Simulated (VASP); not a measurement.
# InSe (R3m) in VASP: further runs, part 2 of 2

VASP 6.6.1. The steps go on from the part before.

### 3 Band structure, PBEsol

Contents of INCAR:

```
SYSTEM = InSe
ALGO     = Normal         ! electronic algorithm
EDIFF    = 1E-6           ! SCF threshold, eV
ENCUT    = 520            ! plane-wave cutoff, eV
GGA      = PS             ! functional
ISIF     = 2              ! what is computed and relaxed
ISMEAR   = 0              ! smearing method
LASPH    = .True.         ! aspherical terms in the spheres
LCHARG   = .False.        ! write CHGCAR
LREAL    = .False.        ! projectors in reciprocal space
LWAVE    = .False.        ! write WAVECAR
NBANDS   = 27             ! bands
NELM     = 60             ! most SCF steps
PREC     = Accurate       ! precision mode
SIGMA    = 0.02           ! smearing width, eV
```

Contents of KPOINTS:

```
k-points
0
Gamma
  8 8 8
  0 0 0
```

Contents of POSCAR:

```
InSe
1.0
    2.0000000000      1.1547005384      8.4400000000
   -2.0000000000      1.1547005384      8.4400000000
    0.0000000000     -2.3094010768      8.4400000000
In Se
2 2
Direct
    0.8886000000      0.8886000000      0.8886000000
    0.0000000000      0.0000000000      0.0000000000
    0.1719000000      0.1719000000      0.1719000000
    0.3835000000      0.3835000000      0.3835000000
```

Contents of KPOINTS_OPT:

```
path GLB1,BZGX,QFP1Z,LP
20
line-mode
reciprocal
 0.0000000000  0.0000000000  0.0000000000  G
 0.5000000000  0.0000000000  0.0000000000  L

 0.5000000000  0.0000000000  0.0000000000  L
 0.5000000000  0.1791451724 -0.1791451724  B1

 0.8208548276  0.5000000000  0.1791451724  B
 0.5000000000  0.5000000000  0.5000000000  Z

 0.5000000000  0.5000000000  0.5000000000  Z
 0.0000000000  0.0000000000  0.0000000000  G

 0.0000000000  0.0000000000  0.0000000000  G
 0.3395725862  0.0000000000 -0.3395725862  X

 0.6604274138  0.3395725862  0.0000000000  Q
 0.5000000000  0.5000000000  0.0000000000  F

 0.5000000000  0.5000000000  0.0000000000  F
 0.6604274138  0.6604274138  0.1791451724  P1

 0.6604274138  0.6604274138  0.1791451724  P1
 0.5000000000  0.5000000000  0.5000000000  Z

 0.5000000000  0.0000000000  0.0000000000  L
 0.8208548276  0.3395725862  0.3395725862  P
```

Potentials or basis: VASP PAW PBE potentials, release 64 (In_d, Se).

Started as:

```sh
$ cat potpaw_PBE.64/In_d/POTCAR potpaw_PBE.64/Se/POTCAR > POTCAR
$ mpirun -np 1 vasp_std > vasp.out
```

OUTCAR:

```text
SYSTEM = InSe
   EDIFF = 1E-6
   ENCUT = 520
   GGA = PS
   ISIF = 2
   ISMEAR = 0
   LASPH = .True.
   LREAL = .False.
   NELM = 60
   PREC = Accurate

 ion  position               nearest neighbor table
   1  0.889  0.889  0.889-   3 2.63   3 2.63   3 2.63   2 2.82
   2  0.000  0.000  0.000-   4 2.64   4 2.64   4 2.64   1 2.82
   3  0.172  0.172  0.172-   1 2.63   1 2.63   1 2.63
   4  0.383  0.383  0.383-   2 2.64   2 2.64   2 2.64

  LATTYP: Found a trigonal (rhomboedric) cell.
 ALAT       =     8.7502533297
 COS(alpha) =     0.8955162542

  Lattice vectors:

 A1 = (   2.0000000000,   1.1547005384,   8.4400000000)
 A2 = (  -2.0000000000,   1.1547005384,   8.4400000000)
 A3 = (   0.0000000000,  -2.3094010768,   8.4400000000)

Analysis of symmetry for initial positions (statically):
=====================================================================
 Subroutine PRICEL returns:
 Original cell was already a primitive cell.

 Routine SETGRP: Setting up the symmetry group for a
 trigonal (rhombohedral) supercell.

 Subroutine GETGRP returns: Found  6 space group operations
 (whereof  6 operations were pure point group operations)
 out of a pool of 12 trial point group operations.

The static configuration has the point symmetry C_3v.

Analysis of symmetry for dynamics (positions and initial velocities):
=====================================================================
 Subroutine PRICEL returns:
 Original cell was already a primitive cell.

 Routine SETGRP: Setting up the symmetry group for a
 trigonal (rhombohedral) supercell.

 Subroutine GETGRP returns: Found  6 space group operations
 (whereof  6 operations were pure point group operations)
 out of a pool of 12 trial point group operations.

The dynamic configuration has the point symmetry C_3v.

 Subroutine INISYM returns: Found  6 space group operations
 (whereof  6 operations are pure point group operations),
[... 119 lines left out ...]
     AMIX     =   0.40;   BMIX     =  1.00
     AMIX_MAG =   1.60;   BMIX_MAG =  1.00
  volume/ion in A,a.u.               =      29.24       197.30
  Fermi-wavevector in a.u.,A,eV,Ry     =   1.125481  2.126852 17.234615  1.266709
  Thomas-Fermi vector in A             =   2.262159
   LORBIT       =      0    0 simple, 1 ext, 2 COOP (PROOUT), +10 PAW based schemes
   GGA     = PS    functional components
   LHFCALC =     F    Hartree Fock is set to
   AEXX    =    0.0000 exact exchange contribution
   IVDW    =     0    specifies the selected vdW correction
   LEPSILON=     F    determine dielectric tensor
   LRPA    =     F    only Hartree local field effects (RPA)
 non-spin polarized calculation
 Gauss-broadening in eV      SIGMA  =   0.02
  energy-cutoff  :      520.00
  volume of cell :      116.95
 maximum number of plane-waves:      3176
 NGX is ok and might be reduce to    70
   NGX = 33   NGY = 33   NGZ = 33

 number of electron      37.9999998 magnetization

 Free energy of the ion-electron system (eV)
  ---------------------------------------------------
  ext. energy  EPLUGINS =         0.00000000
  ---------------------------------------------------
  free energy    TOTEN  =       -15.59125526 eV

  energy without entropy =      -15.59125526  energy(sigma->0) =      -15.59125526

 E-fermi :   4.1157     XC(G=0):  -9.0985

 val. band max:        3.9745409093   @ k =   0.5000   0.5000   0.5000
 cond. band min:       4.3043430174   @ k =   0.5000   0.5000   0.5000
 fundamental gap:      0.3298021080
 Fermi energy:         4.1157405306

 k-point     1 :       0.0000    0.0000    0.0000
  band No.  band energies     occupation
      1     -10.7424      2.00000
      2     -10.5692      2.00000
      3     -10.5692      2.00000
      4     -10.4959      2.00000
      5     -10.4959      2.00000
      6     -10.4719      2.00000
[... 709 lines left out ...]
     26      10.3823      0.00000
     27      10.7889      0.00000

 [... further k-points ...]

------------------------ aborting loop because EDIFF is reached ----------------------------------------

  FORCE on cell =-STRESS in cart. coord.  units (eV):
  Direction    XX          YY          ZZ          XY          YZ          ZX
  --------------------------------------------------------------------------------------
  -------------------------------------------------------------------------------------
  Total        0.4076023      0.4076023     -0.3214926      0.0000000      0.0000000      0.0000000
  in kB        5.5841125      5.5841125     -4.4044182      0.0000000      0.0000000      0.0000000
  external PRESSURE =       2.2546023 kB  Pullay stress =       0.0000000 kB

 VOLUME and BASIS-vectors are now :
 -----------------------------------------------------------------------------
  energy-cutoff  :      520.00
  volume of cell :      116.95
      direct lattice vectors                 reciprocal lattice vectors
     2.000000000  1.154700538  8.440000000     0.250000000  0.144337567  0.039494471
    -2.000000000  1.154700538  8.440000000    -0.250000000  0.144337567  0.039494471
     0.000000000 -2.309401077  8.440000000     0.000000000 -0.288675135  0.039494471

 POSITION                                       TOTAL-FORCE (eV/Angst)
 -----------------------------------------------------------------------------------
      0.00000      0.00000     22.49935         0.000000     -0.000000      0.320153
      0.00000      0.00000      0.00000         0.000000      0.000000     -0.301935
      0.00000      0.00000      4.35251         0.000000     -0.000000     -0.107575
      0.00000      0.00000      9.71022         0.000000     -0.000000      0.089356
 -----------------------------------------------------------------------------------
    total drift:                                0.000000      0.000000      0.000284

  FREE ENERGIE OF THE ION-ELECTRON SYSTEM (eV)
  ---------------------------------------------------
  free  energy   TOTEN  =       -15.5912552587 eV

  energy  without entropy=      -15.5912552587  energy(sigma->0) =      -15.59125526
```

OSZICAR:

```text
N       E                     dE             d eps       ncg     rms          rms(c)
DAV:   1     0.334266617175E+03    0.33427E+03   -0.17133E+04  3510   0.153E+03
DAV:   2     0.234821684644E+02   -0.31078E+03   -0.30142E+03  3534   0.382E+02
[... 35 lines left out ...]
       N       E                     dE             ncg
DAV:   1     0.232863782326E+05   -0.42023E+05     2700
DAV:   2     0.781203126892E+04   -0.15474E+05     2757
DAV:   3     0.590648619221E+04   -0.19055E+04     3359
DAV:   4     0.581821172868E+04   -0.88274E+02     3159
DAV:   5     0.581441450779E+04   -0.37972E+01     4090
DAV:   6     0.581435949891E+04   -0.55009E-01     3255
DAV:   7     0.581435690075E+04   -0.25982E-02     4205
DAV:   8     0.581435684732E+04   -0.53435E-04     3315
DAV:   9     0.581435684588E+04   -0.14425E-05     1855
DAV:  10     0.581435684533E+04   -0.54862E-06     1773
```

stdout:

```text
POSCAR found type information on POSCAR InSe
 POSCAR found :  2 types and       4 ions
 scaLAPACK will be used
 -----------------------------------------------------------------------------
|                                                                             |
|                                                                             |
|     You enforced a specific xc type in the INCAR file but a different       |
|     I HOPE YOU KNOW WHAT YOU ARE DOING!                                     |
|                                                                             |
 -----------------------------------------------------------------------------

 LDA part: xc-table for (Slater+PW92), standard interpolation
 POSCAR, INCAR and KPOINTS ok, starting setup
 FFT: planning ... GRIDC
 FFT: planning ... GRID_SOFT
 FFT: planning ... GRID
 WAVECAR not read
 entering main loop
 Start KPOINTS_OPT (optional k-point list driver)
k-point batch [1-65\180]
k-point batch [66-130\180]
k-point batch [131-180\180]
```

Wall time 40 min (1 thread of Intel Xeon Platinum 8259CL at 2.50GHz (Skylake/Cascade Lake), shared host); peak memory 0.75 GiB.

Results:

```yaml
Free_energy: -15.5913 eV
Pressure: 0.2 GPa
Largest_force: 0.320 eV/Å
Band_gap_on_the_k_mesh: 0.33 eV, direct
Band_gap_along_the_path: 0.33 eV, direct
```

Forces in eV/Å, atoms in the order of the input:
```
In   0.000  0.000  0.320
In   0.000  0.000 -0.302
Se   0.000  0.000 -0.108
Se   0.000  0.000  0.089
```

Stress tensor (GPa, compression positive):
```
 0.56  0.00  0.00
 0.00  0.56  0.00
 0.00  0.00 -0.44
```

Levels at the corners of the path, in eV from the valence-band top:
```tsv
point	band 15	band 16	band 17	band 18	band 19	band 20	band 21	band 22	band 23	band 24
Γ	-1.55	-1.31	-1.31	-1.22	-1.22	1.62	1.99	4.35	4.35	5.10
L	-3.49	-2.41	-2.36	-2.26	-1.69	1.13	1.90	3.55	3.90	4.78
L	-3.49	-2.41	-2.36	-2.26	-1.69	1.13	1.90	3.55	3.90	4.78
B1	-4.05	-3.71	-2.55	-2.26	-1.76	1.67	2.40	3.32	4.33	5.66
B	-4.05	-3.71	-2.55	-2.26	-1.76	1.67	2.40	3.32	4.33	5.66
Z	-1.38	-1.38	-1.14	-1.14	0.00	0.33	2.05	4.27	4.27	5.55
Z	-1.38	-1.38	-1.14	-1.14	0.00	0.33	2.05	4.27	4.27	5.55
Γ	-1.55	-1.31	-1.31	-1.22	-1.22	1.62	1.99	4.35	4.35	5.10
Γ	-1.55	-1.31	-1.31	-1.22	-1.22	1.62	1.99	4.35	4.35	5.10
X	-4.05	-3.73	-2.59	-2.24	-1.73	1.72	2.31	3.35	4.30	5.68
Q	-4.05	-3.73	-2.59	-2.24	-1.73	1.72	2.31	3.35	4.30	5.68
F	-3.25	-2.68	-2.52	-2.07	-1.52	1.11	1.91	3.20	3.52	4.37
F	-3.25	-2.68	-2.52	-2.07	-1.52	1.11	1.91	3.20	3.52	4.37
P1	-3.29	-2.60	-2.49	-2.10	-1.65	1.33	1.73	3.27	3.69	4.45
P1	-3.29	-2.60	-2.49	-2.10	-1.65	1.33	1.73	3.27	3.69	4.45
Z	-1.38	-1.38	-1.14	-1.14	0.00	0.33	2.05	4.27	4.27	5.55
L	-3.49	-2.41	-2.36	-2.26	-1.69	1.13	1.90	3.55	3.90	4.78
P	-3.29	-2.60	-2.49	-2.10	-1.65	1.33	1.73	3.27	3.69	4.45
```

Caveat: the PAW data sets were made with another functional, which shifts forces and pressure a little; spin-orbit coupling is left out, which moves the levels of the heavy elements.

### 4 Band structure, TB-mBJ

POSCAR is that of step 3.

Contents of INCAR.step1:

```
SYSTEM = InSe
ALGO     = Normal         ! electronic algorithm
EDIFF    = 1E-5           ! SCF threshold, eV
ENCUT    = 520            ! plane-wave cutoff, eV
GGA      = PE             ! functional
ISIF     = 2              ! what is computed and relaxed
ISMEAR   = 0              ! smearing method
LASPH    = .True.         ! aspherical terms in the spheres
LCHARG   = .False.        ! write CHGCAR
LREAL    = .False.        ! projectors in reciprocal space
LWAVE    = .True.         ! write WAVECAR
NBANDS   = 27             ! bands
NELM     = 60             ! most SCF steps
PREC     = Accurate       ! precision mode
SIGMA    = 0.02           ! smearing width, eV
```

Contents of INCAR.step2:

```
SYSTEM = InSe
ALGO     = Normal         ! electronic algorithm
EDIFF    = 1E-6           ! SCF threshold, eV
ENCUT    = 520            ! plane-wave cutoff, eV
ISIF     = 2              ! what is computed and relaxed
ISMEAR   = 0              ! smearing method
ISTART   = 1            
LASPH    = .True.         ! aspherical terms in the spheres
LCHARG   = .False.        ! write CHGCAR
LREAL    = .False.        ! projectors in reciprocal space
LWAVE    = .False.        ! write WAVECAR
METAGGA  = MBJ            ! meta-GGA
NBANDS   = 27             ! bands
NELM     = 60             ! most SCF steps
PREC     = Accurate       ! precision mode
SIGMA    = 0.02           ! smearing width, eV
```

KPOINTS is that of step 3.

KPOINTS_OPT is that of step 3.

Started as:

```sh
$ cat potpaw_PBE.64/In_d/POTCAR potpaw_PBE.64/Se/POTCAR > POTCAR
$ cp INCAR.step1 INCAR
$ mpirun -np 1 vasp_std > vasp.out
$ cp INCAR.step2 INCAR
$ mpirun -np 1 vasp_std > vasp.out
```

It took 1.6 h on 1 thread of Intel Xeon Platinum 8259CL at 2.50GHz (Skylake/Cascade Lake), shared host; peak memory 0.84 GiB.

The run converged. Its results:

```
Band gap on the k mesh  : 1.34 eV, direct
Band gap along the path : 1.34 eV, direct
```

Levels at the corners of the path, in eV from the valence-band top:
```
point  band 17  band 18  band 19  band 20  band 21  band 22
    Γ    -1.31    -1.31    -1.27     2.30     2.99     4.83
    L    -2.25    -2.25    -1.52     1.79     2.55     4.25
    L    -2.25    -2.25    -1.52     1.79     2.55     4.25
   B1    -2.44    -2.17    -1.58     2.22     3.00     3.81
    B    -2.44    -2.17    -1.58     2.22     3.00     3.81
    Z    -1.24    -1.24     0.00     1.34     2.98     4.76
    Z    -1.24    -1.24     0.00     1.34     2.98     4.76
    Γ    -1.31    -1.31    -1.27     2.30     2.99     4.83
    Γ    -1.31    -1.31    -1.27     2.30     2.99     4.83
    X    -2.47    -2.15    -1.56     2.25     2.94     3.82
    Q    -2.47    -2.15    -1.56     2.25     2.94     3.82
    F    -2.48    -2.08    -1.36     1.87     2.46     3.95
    F    -2.48    -2.08    -1.36     1.87     2.46     3.95
   P1    -2.45    -2.11    -1.46     2.05     2.33     4.00
   P1    -2.45    -2.11    -1.46     2.05     2.33     4.00
    Z    -1.24    -1.24     0.00     1.34     2.98     4.76
    L    -2.25    -2.25    -1.52     1.79     2.55     4.25
    P    -2.45    -2.11    -1.46     2.05     2.33     4.00
```

Caveat: the PAW data sets were made with another functional, which shifts forces and pressure a little; spin-orbit coupling is left out, which moves the levels of the heavy elements.

### 5 Summary

| level | potentials or basis | gap on the mesh (eV) | pressure (GPa) | largest force (eV/Å) |
| --- | --- | --- | --- | --- |
| LDA | VASP PAW LDA potentials, release 64 (In_d, Se) | 0.23 | -1.4 | 0.25 |
| PBEsol | VASP PAW PBE potentials, release 64 (In_d, Se) | 0.33 | 0.2 | 0.32 |
| TB-mBJ | VASP PAW PBE potentials, release 64 (In_d, Se) | 1.34 | - | - |

Alike in all rows: task band structure; no spin polarisation; cell as given; k mesh 8 × 8 × 8; cutoff (eV) 520; smearing gaussian 0.02 eV.

Caveats: spin-orbit coupling is left out, which moves the levels of the heavy elements; the PAW data sets were made with another functional, which shifts forces and pressure a little (some runs).

Total energies depend on the potentials used, so only differences within one code and one set of settings carry meaning.

### 6 How close it comes

Step 2. A measured gap of InSe is 1.25 eV (300 K; “The Interaction of Hydrogen with the van der Waals Crystal γ-InSe”, 2020, pmc:7321205); the calculated 0.23 eV misses it by -1.02 eV. So large a miss can be the level of theory's own, or it may mean another phase, state or a wrong row. Spin-orbit coupling on In, Se is left out. The value is that of LDA, without temperature or zero-point motion. Semilocal functionals fall short of measured gaps as a rule.

Step 3. Against the measured gap of InSe, 1.25 eV (300 K; “The Interaction of Hydrogen with the van der Waals Crystal γ-InSe”, 2020, pmc:7321205), the calculated 0.33 eV is off by -0.92 eV. Spin-orbit coupling on In, Se is left out. The value is that of PBEsol, without temperature or zero-point motion. Semilocal functionals fall short of measured gaps as a rule.

Step 4. Measured gap of InSe: 1.25 eV (300 K; “The Interaction of Hydrogen with the van der Waals Crystal γ-InSe”, 2020, pmc:7321205). This calculation gives 1.34 eV (+0.09 eV). Spin-orbit coupling on In, Se is left out. The value is that of TB-mBJ, without temperature or zero-point motion.
